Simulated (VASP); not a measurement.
SiC: phonons with LDA

The system is SiC.

```
Si C
1.0
     3.05708    0.00000    0.00000
    -1.52854    2.64751    0.00000
     0.00000    0.00000    5.01744
Si C
2 2
Cartesian
  0.0000 0.0000 5.0154
  0.0000 1.7650 2.5066
  0.0000 0.0000 1.8836
  0.0000 1.7650 4.3923
```

The cell was built by a generator and needn't be a form met in nature.

| Item | Value |
| --- | --- |
| Program | VASP 6.6.1 |
| Task | phonons |
| Functional | LDA |
| Potentials or basis | VASP PAW LDA potentials, release 64 (Si, C) |
| Cutoff | 600 eV |
| k mesh | 10 × 10 × 6 |
| Occupations | fermi-dirac, width 0.05 eV |
| Spin | no spin polarisation |
| By perturbation theory | yes |
| Further INCAR settings | ALGO = Normal; EDIFF = 1e-08; IBRION = 8; NSW = 1 |

```json
{
 "Electronic dielectric tensor (diagonal)": "6.93, 6.93, 7.26",
 "Born charges (mean of the diagonal)": "Si +2.74; C -2.74 e",
 "Highest phonon frequency at Γ, LO-TO splitting left out": "841 cm⁻¹"
}
```

Phonon frequencies in cm⁻¹ (negative: imaginary):
```
              q point                                frequencies
(0.000, 0.000, 0.000)  0 0 0 258 258 598 767 767 770 800 800 841
```

Electronic dielectric tensor:
```
6.93 0.00 0.00
0.00 6.93 0.00
0.00 0.00 7.26
```

Born effective charge tensors (e):
atom 1, Si
```
2.68 0.00 0.00
0.00 2.68 0.00
0.00 0.00 2.88
```
atom 2, Si
```
2.68 0.00 0.00
0.00 2.68 0.00
0.00 0.00 2.88
```
atom 3, C
```
-2.68  0.00  0.00
 0.00 -2.68  0.00
 0.00  0.00 -2.88
```
atom 4, C
```
-2.68  0.00  0.00
 0.00 -2.68  0.00
 0.00  0.00 -2.88
```

Run time: 5.5 min on 4 MPI ranks on AMD EPYC 7R13 Processor (Zen 3), with other jobs on the host, peak memory 0.46 GiB a rank.
